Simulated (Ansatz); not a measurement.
Crystal: AgBr.

```xyz
2
Lattice="0.0000 2.8702 2.8702 2.8702 0.0000 2.8702 2.8702 2.8702 0.0000" Properties=species:S:1:pos:R:3 pbc="T T T"
Ag    0.0000    0.0000    0.0000
Br    2.8702    2.8702    2.8702
```

```yaml
Program: Ansatz 0.2.0
Task: single point
Functional: PBE
Potentials_or_basis: all-electron LAPW, scalar-relativistic
Cutoff: 214 eV (chosen from the basis error)
Basis_error_allowed: 0.001 eV/atom
k_mesh: 8 × 8 × 8
Occupations: fermi-dirac, width 0.05 eV
Spin: no spin polarisation
```

On this cell: pressure 2.3 GPa; largest force zero by symmetry; band gap on the k mesh 0.67 eV, indirect (least direct gap 2.61 eV).

The same run follows on a disturbed copy (atoms moved at random, drawn with an rms of 0.05 Å):

```
Ag Br
1.0
     0.00000    2.87015    2.87015
     2.87015    0.00000    2.87015
     2.87015    2.87015    0.00000
Ag Br
1 1
Direct
  0.00565 0.99636 0.00428
  0.51022 0.48856 0.50500
```

Task: What changes?

Result: The energy moves by +0.2 meV/atom; pressure 2.3 GPa; largest force 0.034 eV/Å; band gap on the k mesh 0.67 eV, indirect (least direct gap 2.60 eV).

Forces on the atoms (eV/Å):
```
Ag  -0.025  0.019 -0.012
Br   0.025 -0.019  0.012
```

A k mesh can miss the band edges.
